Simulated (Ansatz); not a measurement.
# hcp against bcc along the alkali metals

Computed with Ansatz 0.2.0, DFT, revPBE, plane waves (420 eV) with PAW, scalar-relativistic. The PAW files were generated under PBE, with cores re-solved for the functional.

Each structure is relaxed within its symmetry, in the lowest magnetic state of the tried starts. Differences under about 8 meV lie within the error of the k-point mesh. Some of these cells lie far above the measured volume under this functional.

| element | E(hcp) − E(bcc) (meV/atom) | V(hcp) (Å³/atom) | V(bcc) (Å³/atom) | state of hcp | state of bcc |
| --- | --- | --- | --- | --- | --- |
| Li | -2 | 21.14 | 21.14 | spin not included | spin not included |
| Na | -1 | 39.44 | 39.29 | spin not included | spin not included |
| K | 0 | 80.05 | 79.67 | spin not included | spin not included |
| Rb | -1 | 99.51 | 99.42 | spin not included | spin not included |
| Cs | -1 | 129.14 | 128.81 | spin not included | spin not included |
